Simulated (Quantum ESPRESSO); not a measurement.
**NbP under changes of volume**

One of the cells (16.103 Å³/atom); the others are scaled copies at fixed shape and fractional positions:

```
Nb P
1.0
    -1.67492    1.67492    5.74011
     1.67492   -1.67492    5.74011
     1.67492    1.67492   -5.74011
Nb P
2 2
Direct
  0.24988 0.74988 0.50000
  0.49988 0.49988 0.00000
  0.83275 0.33275 0.50000
  0.08275 0.08275 0.00000
```

The cell is a database's computed one.

- Program: Quantum ESPRESSO 7.5
- Functional: PBE
- Potentials or basis: SSSP 1.3 efficiency PBE
- Cutoff: 748 eV
- Density cutoff: 5987 eV
- k mesh: 11 × 11 × 11
- Occupations: fermi-dirac, width 0.05 eV
- Spin: no spin polarisation

| volume (Å³/atom) | energy over the lowest point (meV/atom) | pressure (GPa) | largest force (eV/Å) |
| --- | --- | --- | --- |
| 15.137 | ? | ? | ? |
| 15.459 | 12.46 | 7.2 | 0.031 |
| 15.781 | 2.07 | 2.9 | 0.023 |
| 16.103 | 0.00 | -1.0 | 0.016 |
| 16.425 | 5.41 | -4.6 | 0.009 |
| 16.747 | 17.54 | -7.7 | 0.003 |
| 17.069 | 35.71 | -10.6 | 0.002 |

What does the run at 15.137 Å³/atom give?

Energy over the lowest point 32.10 meV/atom; pressure 12.1 GPa; largest force 0.040 eV/Å.

Worked out: A Birch-Murnaghan fit of order 3 (a polynomial in V^(-2/3)) to the other rows has its minimum at 16.03 Å³/atom with B0 = V·E''(V) = 190 GPa and B' = 4.3 at fixed shape and positions, which overstates the stiffness. It gives 32.12 meV/atom at 15.137 Å³/atom, against the run's 32.10, and -dE/dV = 12.3 GPa, against 12.1.

Energies are extrapolated to zero smearing.
